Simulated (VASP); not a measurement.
Write the native input for VASP 6.6.1 that does the following.

```yaml
Task: single point
Functional: PBEsol
Potentials_or_basis: VASP PAW PBE potentials, release 64 (W_sv, S)
Cutoff: 350 eV
k_mesh: 3 × 3 × 2
Occupations: gaussian, width 0.03 eV
Spin: collinear spin, ferromagnetic start
Starting_moments: "[0.0, 0.0, 0.0, 0.0, 1.0, 1.0, 1.0, 0.0, 0.0, 0.0, 0.0, 0.0, 0.0, 0.0, 0.0, 0.0, 0.0, 0.0, 0.0, 0.0, 0.0, 0.0, 0.0] μB"
Dq: -1
Further_INCAR_settings: LREAL = Auto; ALGO = Normal; EDIFF = 1e-05; NELECT = 203.0
```

The structure of W8S15 (a cell with a defect) lies in POSCAR:

```
W8S15
1.0
    6.3064000000      0.0000000000      0.0000000000
   -3.1532000000      5.4615026064      0.0000000000
    0.0000000000      0.0000000000     12.3230000000
W S
8 15
Direct
    0.1666666667      0.3333333333      0.2500000000
    0.1666666667      0.8333333333      0.2500000000
    0.6666666667      0.3333333333      0.2500000000
    0.6666666667      0.8333333333      0.2500000000
    0.3333333333      0.1666666667      0.7500000000
    0.3333333333      0.6666666667      0.7500000000
    0.8333333333      0.1666666667      0.7500000000
    0.8333333333      0.6666666667      0.7500000000
    0.1666666667      0.8333333333      0.6225000000
    0.6666666667      0.3333333333      0.6225000000
    0.6666666667      0.8333333333      0.6225000000
    0.3333333333      0.1666666667      0.1225000000
    0.3333333333      0.6666666667      0.1225000000
    0.8333333333      0.1666666667      0.1225000000
    0.8333333333      0.6666666667      0.1225000000
    0.1666666667      0.3333333333      0.8775000000
    0.1666666667      0.8333333333      0.8775000000
    0.6666666667      0.3333333333      0.8775000000
    0.6666666667      0.8333333333      0.8775000000
    0.3333333333      0.1666666667      0.3775000000
    0.3333333333      0.6666666667      0.3775000000
    0.8333333333      0.1666666667      0.3775000000
    0.8333333333      0.6666666667      0.3775000000
```

These files were run (other wordings do the same):

INCAR

```
SYSTEM = W8S15
PREC     = Accurate       ! precision mode
ENCUT    = 350            ! plane-wave cutoff, eV
EDIFF    = 1E-5           ! SCF threshold, eV
ISMEAR   = 0              ! smearing method
SIGMA    = 0.03           ! smearing width, eV
LREAL    = Auto         
LASPH    = .True.         ! aspherical terms in the spheres
NELM     = 120            ! most SCF steps
ALGO     = Normal         ! electronic algorithm
ISIF     = 2              ! what is computed and relaxed
LWAVE    = .False.        ! write WAVECAR
LCHARG   = .False.        ! write CHGCAR
ISPIN    = 2              ! spin polarisation
MAGMOM   = 0 0 0 0 1 1 1 0 0 0 0 0 0 0 0 0 0 0 0 0 0 0 0 ! initial moments
LORBIT   = 11             ! projections on sites
LMAXMIX  = 4              ! l up to which the mixer works
GGA      = PS             ! functional
NELECT   = 203.0
```

KPOINTS

```
Automatic mesh
0
Gamma
  3 3 2
  0 0 0
```

Potentials or basis: VASP PAW PBE potentials, release 64 (W_sv, S).

Command:

```sh
$ cat potpaw_PBE.64/W_sv/POTCAR potpaw_PBE.64/S/POTCAR > POTCAR
$ mpirun -np 1 vasp_std > vasp.out
```

It gave:

```json
{
 "Largest force": "0.758 eV/Å",
 "Band gap on the k mesh": "none (metal or under the smearing width)",
 "Net moment": "0.33 μB per cell",
 "Site moments": "W -0.00, +0.09; S +0.00, -0.00 μB",
 "Valence electrons inside the program's atomic spheres": "W 12.10, 12.02, 12.09; S 3.71, 3.70"
}
```

Caveat: the k mesh is coarse (spacing up to 0.38 Å⁻¹), so the values aren't converged; the cell is charged against a uniform background, so pressure and absolute levels hang on convention; the PAW data sets were made with another functional, which shifts forces and pressure a little.

Run time: 10 min on 1 thread of Intel(R) Xeon(R) Platinum 8488C (Sapphire Rapids), with other jobs on the host, peak memory 0.55 GiB.
